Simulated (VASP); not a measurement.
# AlN (P6_3mc) in VASP: a series of runs

The runs below take AlN through relaxation of cell and atoms, with PBEsol.

Everything below comes from runs of VASP 6.6.1. Logs are shortened: lines on timing, memory, paths and dates and some standing lists are left out, and cuts for length are marked.

## 1. Starting point

The structure is hexagonal, space group P6_3mc (No. 186). The conventional cell has a = 3.113 Å, b = 3.113 Å, c = 4.981 Å, α = 90.00°, β = 90.00°, γ = 120.00°. Al (site symmetry 3m) has 4 N at 1.89 Å as nearest neighbours. Around N (site symmetry 3m) lie 4 Al at 1.89 Å.

## 2. Relaxation of cell and atoms, PBEsol

The input, INCAR:

```
SYSTEM = AlN
PREC = Accurate ; ENCUT = 600
EDIFF = 1E-6 ; ISMEAR = 0
SIGMA = 0.03 ; LREAL = .False.
LASPH = .True. ; NELM = 80
ALGO = Normal ; ISIF = 3
LWAVE = .False. ; LCHARG = .False.
GGA = PS ; IBRION = 2
NSW = 90 ; EDIFFG = -0.01
```

The input, KPOINTS:

```
regular mesh
0
Gamma
  12 12 6
  0 0 0
```

The input, POSCAR:

```
AlN
1.0
    3.1130000000      0.0000000000      0.0000000000
   -1.5565000000      2.6959370800      0.0000000000
    0.0000000000      0.0000000000      4.9810000000
Al N
2 2
Direct
    0.3333333300      0.6666666700      0.0000000000
    0.6666666700      0.3333333300      0.5000000000
    0.3333333300      0.6666666700      0.3800000000
    0.6666666700      0.3333333300      0.8800000000
```

Potentials or basis: VASP PAW PBE potentials, release 64 (Al, N).

Command:

```
$ cat potpaw_PBE.64/Al/POTCAR potpaw_PBE.64/N/POTCAR > POTCAR
$ mpirun -np 1 vasp_std > vasp.out
```

OUTCAR:

```text
SYSTEM = AlN
   PREC = Accurate
   ENCUT = 600
   EDIFF = 1E-6
   ISMEAR = 0
   LREAL = .False.
   LASPH = .True.
   NELM = 80
   ISIF = 3
   GGA = PS
   IBRION = 2
   NSW = 90
   EDIFFG = -0.01

 ion  position               nearest neighbor table
   1  0.333  0.667  0.000-   3 1.89   4 1.89   4 1.89   4 1.89   2 3.07   2 3.07   2 3.07   2 3.07
                             2 3.07   2 3.07
   2  0.667  0.333  0.500-   4 1.89   3 1.89   3 1.89   3 1.89   1 3.07   1 3.07   1 3.07   1 3.07
                             1 3.07   1 3.07
   3  0.333  0.667  0.380-   1 1.89   2 1.89   2 1.89   2 1.89
   4  0.667  0.333  0.880-   2 1.89   1 1.89   1 1.89   1 1.89

  LATTYP: Found a hexagonal cell.
 ALAT       =     3.1130000000
 C/A-ratio  =     1.6000642467

  Lattice vectors:

 A1 = (   3.1130000000,   0.0000000000,   0.0000000000)
 A2 = (  -1.5565000000,   2.6959370800,   0.0000000000)
 A3 = (   0.0000000000,   0.0000000000,   4.9810000000)

Analysis of symmetry for initial positions (statically):
=====================================================================
 Subroutine PRICEL returns:
 Original cell was already a primitive cell.

 Routine SETGRP: Setting up the symmetry group for a
 hexagonal supercell.

 Subroutine GETGRP returns: Found 12 space group operations
 (whereof  6 operations were pure point group operations)
 out of a pool of 24 trial point group operations.

The static configuration has the point symmetry C_3v.
 The point group associated with its full space group is C_6v.

Analysis of symmetry for dynamics (positions and initial velocities):
=====================================================================
 Subroutine PRICEL returns:
 Original cell was already a primitive cell.

 Routine SETGRP: Setting up the symmetry group for a
 hexagonal supercell.

 Subroutine GETGRP returns: Found 12 space group operations
 (whereof  6 operations were pure point group operations)
 out of a pool of 24 trial point group operations.

The dynamic configuration has the point symmetry C_3v.
 The point group associated with its full space group is C_6v.

 Subroutine INISYM returns: Found 12 space group operations
 (whereof  6 operations are pure point group operations),
 and found     1 'primitive' translations

----------------------------------------------------------------------------------------

                                     Primitive cell

  volume of cell :      41.8028

  direct lattice vectors                    reciprocal lattice vectors
     3.113000000  0.000000000  0.000000000     0.321233537  0.185464269  0.000000000
    -1.556500000  2.695937080  0.000000000     0.000000000  0.370928538  0.000000000
     0.000000000  0.000000000  4.981000000     0.000000000  0.000000000  0.200762899

  length of vectors
     3.113000000  3.112999998  4.981000000     0.370928538  0.370928538  0.200762899

  position of ions in fractional coordinates (direct lattice)
     0.333333330  0.666666670  0.000000000
     0.666666670  0.333333330  0.500000000
     0.333333330  0.666666670  0.380000000
     0.666666670  0.333333330  0.880000000

  ion indices of the primitive-cell ions
   primitive index   ion index
                 1           1
                 2           2
                 3           3
                 4           4

----------------------------------------------------------------------------------------

 KPOINTS: regular mesh

Automatic generation of k-mesh.
 Grid dimensions read from file:
 generate k-points for:   12   12    6

 Generating k-lattice:

  Cartesian coordinates                     Fractional coordinates (reciprocal lattice)
     0.026769461  0.015455356  0.000000000     0.083333333 -0.000000000  0.000000000
     0.000000000  0.030910712  0.000000000     0.000000000  0.083333333  0.000000000
     0.000000000  0.000000000  0.033460483     0.000000000  0.000000000  0.166666667

  Length of vectors
     0.030910711  0.030910712  0.033460483

  Shift w.r.t. Gamma in fractional coordinates (k-lattice)
     0.000000000  0.000000000  0.000000000

 Subroutine IBZKPT returns following result:
 ===========================================

 Found     76 irreducible k-points:

 Following reciprocal coordinates:
            Coordinates               Weight
  0.000000  0.000000  0.000000      1.000000
  0.083333  0.000000  0.000000      6.000000
  0.166667  0.000000  0.000000      6.000000
  0.250000  0.000000  0.000000      6.000000
  0.333333  0.000000  0.000000      6.000000
  0.416667  0.000000  0.000000      6.000000
[... 16 lines left out ...]
  0.250000  0.000000  0.166667     12.000000
  0.333333  0.000000  0.166667     12.000000
 [... further k-points ...]
   k-points           NKPTS =     76   k-points in BZ     NKDIM =     76   number of bands    NBANDS=     12
   number of dos      NEDOS =    301   number of ions     NIONS =      4
   total plane-waves  NPLWV =  31360
   dimension x,y,z NGX =    28 NGY =   28 NGZ =   40
   dimension x,y,z NGXF=    56 NGYF=   56 NGZF=   80
   ions per type =               2   2
   NGX,Y,Z   is equivalent  to a cutoff of  14.95, 14.95, 13.35 a.u.
   NGXF,Y,Z  is equivalent  to a cutoff of  29.91, 29.91, 26.70 a.u.
 SYSTEM =  AlN
   PREC   = accura    normal or accurate (medium, high low for compatibility)
   ISTART =      0    job   : 0-new  1-cont  2-samecut
   ICHARG =      2    charge: 1-file 2-atom 10-const
   ISPIN  =      1    spin polarized calculation?
   LNONCOLLINEAR =      F non collinear calculations
   LSORBIT =      F    spin-orbit coupling
   LASPH  =      T    aspherical Exc in radial PAW
   ENCUT  =  600.0 eV  44.10 Ry    6.64 a.u.   6.22  6.22  9.95*2*pi/ulx,y,z
   NELM   =     80;   NELMIN=  2; NELMDL= -5     # of ELM steps
   EDIFF  = 0.1E-05   stopping-criterion for ELM
   LREAL  =      F    real-space projection
   EDIFFG = -.1E-01   stopping-criterion for IOM
   NSW    =     90    number of steps for IOM
   IBRION =      2    ionic relax: 0-MD 1-quasi-New 2-CG
   NFREE  =      1    steps in history (QN), initial steepest desc. (CG)
   ISIF   =      3    stress and relaxation
   ISYM   =      2    0-nonsym 1-usesym 2-fastsym
   POTIM  = 0.5000    time-step for ionic-motion
   TEBEG  =    0.0;   TEEND  =   0.0 temperature during run
   PSTRESS=    0.0 pullay stress
   NELECT =      16.0000    total number of electrons
   NUPDOWN=      -1.0000    fix difference up-down
   EMIN   =  10.00;   EMAX   =-10.00  energy-range for DOS
   EFERMI =   0.00;   METHOD = LEGACY
   ISMEAR =     0;   SIGMA  =   0.03  broadening in eV -4-tet -1-fermi 0-gaus
   EFERMI_NEDOS =   21; number of points for ismear=-14 and -15
   IALGO  =     38    algorithm
   IMIX   =      4    mixing-type and parameters
     AMIX     =   0.40;   BMIX     =  1.00
     AMIX_MAG =   1.60;   BMIX_MAG =  1.00
  volume/ion in A,a.u.               =      10.45        70.52
  Fermi-wavevector in a.u.,A,eV,Ry     =   1.188629  2.246183 19.222843  1.412839
  Thomas-Fermi vector in A             =   2.324754
   LORBIT       =      0    0 simple, 1 ext, 2 COOP (PROOUT), +10 PAW based schemes
   GGA     = PS    functional components
   LHFCALC =     F    Hartree Fock is set to
   AEXX    =    0.0000 exact exchange contribution
   IVDW    =     0    specifies the selected vdW correction
   LEPSILON=     F    determine dielectric tensor
   LRPA    =     F    only Hartree local field effects (RPA)
 conjugate gradient relaxation of ions
 non-spin polarized calculation
 Gauss-broadening in eV      SIGMA  =   0.03
  energy-cutoff  :      600.00
  volume of cell :       41.80
 maximum number of plane-waves:      1412
 NGX is ok and might be reduce to    28
   NGX = 13   NGY = 13   NGZ = 19

--------------------------------------- Ionic step        1  -------------------------------------------

 number of electron      16.0000000 magnetization

 Free energy of the ion-electron system (eV)
  ---------------------------------------------------
  ext. energy  EPLUGINS =         0.00000000
  ---------------------------------------------------
  free energy    TOTEN  =       -31.31436152 eV

  energy without entropy =      -31.31436152  energy(sigma->0) =      -31.31436152

------------------------ aborting loop because EDIFF is reached ----------------------------------------

  FORCE on cell =-STRESS in cart. coord.  units (eV):
  Direction    XX          YY          ZZ          XY          YZ          ZX
  --------------------------------------------------------------------------------------
  -------------------------------------------------------------------------------------
  Total       -0.1199913     -0.1199913      0.2711608      0.0000000      0.0000000     -0.0000000
  in kB       -4.5989118     -4.5989118     10.3927867      0.0000000      0.0000000     -0.0000000
  external PRESSURE =       0.3983210 kB  Pullay stress =       0.0000000 kB
[... 175 lines left out ...]
  energy  without entropy=      -31.3156861930  energy(sigma->0) =      -31.31568619

--------------------------------------- Ionic step        6  -------------------------------------------

 number of electron      15.9999999 magnetization

 Free energy of the ion-electron system (eV)
  ---------------------------------------------------
  ext. energy  EPLUGINS =         0.00000000
  ---------------------------------------------------
  free energy    TOTEN  =       -31.31569250 eV

  energy without entropy =      -31.31569250  energy(sigma->0) =      -31.31569250

 E-fermi :   6.2113     XC(G=0): -11.1048

 val. band max:        6.0635552587   @ k =   0.0000   0.0000   0.0000
 cond. band min:      10.1847278479   @ k =   0.0000   0.0000   0.0000
 fundamental gap:      4.1211725892
 Fermi energy:         6.2112579169

 k-point     1 :       0.0000    0.0000    0.0000
  band No.  band energies     occupation
      1      -9.1072      2.00000
      2      -6.9228      2.00000
      3       0.0069      2.00000
      4       5.1827      2.00000
      5       5.1827      2.00000
      6       5.8377      2.00000
      7       5.8377      2.00000
      8       6.0636      2.00000
      9      10.1847      0.00000
     10      12.6178      0.00000
     11      16.5653      0.00000
     12      17.0875      0.00000
[... 331 lines left out ...]
 k-point    24 :       0.3333    0.0000    0.1667
  band No.  band energies     occupation
      1      -7.7663      2.00000
      2      -6.5102      2.00000
      3       1.1007      2.00000
      4       2.0795      2.00000
      5       2.6908      2.00000
      6       4.2656      2.00000
      7       5.2605      2.00000
      8       5.3931      2.00000
      9      11.7915      0.00000
     10      12.5873      0.00000
     11      14.4547      0.00000
     12      16.1278      0.00000

 [... further k-points ...]

------------------------ aborting loop because EDIFF is reached ----------------------------------------

  FORCE on cell =-STRESS in cart. coord.  units (eV):
  Direction    XX          YY          ZZ          XY          YZ          ZX
  --------------------------------------------------------------------------------------
  -------------------------------------------------------------------------------------
  Total        0.0201304      0.0201304      0.0265649      0.0000000      0.0000000      0.0000000
  in kB        0.7717015      0.7717015      1.0183686      0.0000000      0.0000000      0.0000000
  external PRESSURE =       0.8539239 kB  Pullay stress =       0.0000000 kB
[... 19 lines left out ...]
  FREE ENERGIE OF THE ION-ELECTRON SYSTEM (eV)
  ---------------------------------------------------
  free  energy   TOTEN  =       -31.3156925015 eV

  energy  without entropy=      -31.3156925015  energy(sigma->0) =      -31.31569250

 reached required accuracy - stopping structural energy minimisation
```

Run time: 55 s. Hardware: 1 thread of Intel Xeon 6975P-C (Granite Rapids), shared host; peak memory 0.19 GiB.

Results:

```
Free energy                            : -31.3157 eV
Relaxed volume                         : 10.45 Å³/atom
Relaxed cell                           : a = 3.113 Å, b = 3.113 Å, c = 4.981 Å, α = 90.00°, β = 90.00°, γ = 120.00°
Space group after relaxing (to 0.05 Å) : P6_3mc (No. 186)
Energy gained by relaxing              : 0.3 meV/atom
Ionic steps                            : 6
Pressure after relaxing                : 0.1 GPa
Band gap on the k mesh                 : 4.12 eV, direct
```

The path:
| step | energy change (eV) | largest force (eV/Å) | pressure (GPa) | volume (Å³) |
| --- | --- | --- | --- | --- |
| 1 | 0.0000 | 0.1321 | 0.04 | 41.80 |
| 2 | -0.0003 | 0.0871 | 0.02 | 41.82 |
| 3 | -0.0012 | 0.0143 | 0.05 | 41.81 |
| 4 | -0.0013 | 0.0063 | -0.06 | 41.83 |
| 5 | -0.0013 | 0.0013 | -0.12 | 41.84 |
| 6 | -0.0013 | 0.0005 | 0.09 | 41.79 |

Final structure:
```
Al N
1.0
     3.11270    0.00000    0.00000
    -1.55635    2.69568    0.00000
     0.00000    0.00000    4.98090
Al N
2 2
Direct
  0.33333 0.66667 0.99899
  0.66667 0.33333 0.49899
  0.33333 0.66667 0.38101
  0.66667 0.33333 0.88101
```

Levels at points of the mesh, in eV from the valence-band top:
| k point | band 6 | band 7 | band 8 | band 9 | band 10 | band 11 |
| --- | --- | --- | --- | --- | --- | --- |
| (0.00, 0.00, 0.00) | -0.23 | -0.23 | 0.00 | 4.12 | 6.55 | 10.50 |
| (0.50, 0.00, 0.00) | -2.12 | -1.81 | -0.70 | 5.67 | 5.68 | 8.08 |
| (0.00, 0.00, 0.50) | -0.56 | -0.56 | -0.56 | 6.37 | 6.37 | 10.21 |
| (0.50, 0.00, 0.50) | -1.49 | -1.38 | -1.38 | 5.17 | 5.17 | 9.13 |

Caveat: the PAW data sets were made with another functional, which shifts forces and pressure a little. A k mesh can miss the band edges.

## 3. Relaxation of cell and atoms, PBEsol

The input, INCAR:

```
SYSTEM = AlN
PREC = Accurate ; ENCUT = 600
EDIFF = 1E-7 ; ISMEAR = 0
SIGMA = 0.03 ; LREAL = .False.
LASPH = .True. ; NELM = 80
ALGO = Normal ; ISIF = 3
LWAVE = .False. ; LCHARG = .False.
GGA = PS ; IBRION = 2
NSW = 90 ; EDIFFG = -0.005
```

KPOINTS is that of step 2.

The input, POSCAR:

```
AlN                                     
1.0
    3.1127044215      0.0000000000      0.0000000000
   -1.5563522108      2.6956811016     -0.0000000000
   -0.0000000000      0.0000000000      4.9808959690
  Al              N             
     2     2
Direct
     0.3333333300000021    0.6666666699999979    0.9989884324125895
     0.6666666699999979    0.3333333300000021    0.4989884324125896
     0.3333333300000021    0.6666666699999979    0.3810115675874130
     0.6666666699999979    0.3333333300000021    0.8810115675874131
```

Potentials or basis: VASP PAW PBE potentials, release 64 (Al, N).

Command:

```
$ cat potpaw_PBE.64/Al/POTCAR potpaw_PBE.64/N/POTCAR > POTCAR
$ mpirun -np 1 vasp_std > vasp.out
```

It took 33 s on 1 thread of Intel Xeon 6975P-C (Granite Rapids), shared host; peak memory 0.19 GiB.

The run converged. Its results:

- Free energy: -31.3157 eV
- Relaxed volume: 10.45 Å³/atom
- Relaxed cell: a = 3.113 Å, b = 3.113 Å, c = 4.982 Å, α = 90.00°, β = 90.00°, γ = 120.00°
- Space group after relaxing (to 0.05 Å): P6_3mc (No. 186)
- Energy gained by relaxing: 0.0 meV/atom
- Ionic steps: 3
- Pressure after relaxing: 0.0 GPa
- Band gap on the k mesh: 4.12 eV, direct

Final structure:
```
Al N
1.0
     3.11310    0.00000    0.00000
    -1.55655    2.69603    0.00000
     0.00000    0.00000    4.98181
Al N
2 2
Direct
  0.33333 0.66667 0.99899
  0.66667 0.33333 0.49899
  0.33333 0.66667 0.38101
  0.66667 0.33333 0.88101
```

Levels at points of the mesh, in eV from the valence-band top:
```tsv
k point	band 6	band 7	band 8	band 9	band 10	band 11
(0.00, 0.00, 0.00)	-0.23	-0.23	0.00	4.12	6.55	10.50
(0.50, 0.00, 0.00)	-2.12	-1.81	-0.70	5.67	5.67	8.07
(0.00, 0.00, 0.50)	-0.56	-0.56	-0.56	6.37	6.37	10.20
(0.50, 0.00, 0.50)	-1.49	-1.38	-1.38	5.17	5.17	9.12
```

Caveat: the PAW data sets were made with another functional, which shifts forces and pressure a little.

## 4. Relaxation of cell and atoms, PBEsol

The input, INCAR:

```
PREC = Accurate
ENCUT = 600
EDIFF = 1E-6
ISMEAR = 0
SIGMA = 0.03
LREAL = False
LASPH = True
NELM = 80
ALGO = Normal
ISIF = 3
LWAVE = False
LCHARG = False
GGA = PS
IBRION = 2
NSW = 90
EDIFFG = -0.01
KPAR = 4
```

The input, KPOINTS:

```
Automatic mesh
0
Gamma
  12 12 6
```

The input, POSCAR:

```
AlN
1.0
    3.1130000000      0.0000000000      0.0000000000
   -1.5565000000      2.6959370800      0.0000000000
    0.0000000000      0.0000000000      4.9810000000
Al N
2 2
Direct
    0.3333333300      0.6666666700      0.0000000000
    0.6666666700      0.3333333300      0.5000000000
    0.3333333300      0.6666666700      0.3800000000
    0.6666666700      0.3333333300      0.8800000000
```

Command:

```
$ cat potpaw_PBE.64/Al/POTCAR potpaw_PBE.64/N/POTCAR > POTCAR
$ mpirun -np 4 vasp_std > vasp.out
```

It took 27 s on 4 MPI ranks of Intel Xeon Platinum 8559C (Emerald Rapids), shared host; peak memory 0.19 GiB.

It converged, with:

```
Free energy                            : -31.3157 eV
Relaxed volume                         : 10.45 Å³/atom
Relaxed cell                           : a = 3.113 Å, b = 3.113 Å, c = 4.981 Å, α = 90.00°, β = 90.00°, γ = 120.00°
Space group after relaxing (to 0.05 Å) : P6_3mc (No. 186)
Energy gained by relaxing              : 0.3 meV/atom
Ionic steps                            : 6
Pressure after relaxing                : 0.1 GPa
Band gap on the k mesh                 : 4.12 eV, direct
```

The path:
```csv
step,energy change (eV),largest force (eV/Å),pressure (GPa),volume (Å³)
1,0.0000,0.1321,0.04,41.80
2,-0.0003,0.0871,0.02,41.82
3,-0.0012,0.0143,0.05,41.81
4,-0.0013,0.0063,-0.06,41.83
5,-0.0013,0.0013,-0.12,41.84
6,-0.0013,0.0005,0.09,41.79
```

Final structure:
```xyz
4
Lattice="3.1127 0.0000 0.0000 -1.5564 2.6957 0.0000 0.0000 0.0000 4.9809" Properties=species:S:1:pos:R:3 pbc="T T T"
Al    0.0000    1.7971    4.9759
Al    1.5564    0.8986    2.4854
N     0.0000    1.7971    1.8978
N     1.5564    0.8986    4.3882
```

Levels at points of the mesh, in eV from the valence-band top:
```csv
k point,band 4,band 5,band 6,band 7,band 8,band 9,band 10,band 11,band 12
"(0.00, 0.00, 0.00)",-0.88,-0.88,-0.23,-0.23,0.00,4.12,6.55,10.50,11.02
"(0.50, 0.00, 0.00)",-4.20,-3.38,-2.12,-1.81,-0.70,5.67,5.68,8.08,10.16
"(0.00, 0.00, 0.50)",-3.36,-0.56,-0.56,-0.56,-0.56,6.37,6.37,10.21,10.21
"(0.50, 0.00, 0.50)",-5.66,-1.49,-1.49,-1.38,-1.38,5.17,5.17,9.13,9.13
```

Caveat: the PAW data sets were made with another functional, which shifts forces and pressure a little.

(Part 1 of 2 ends here.)
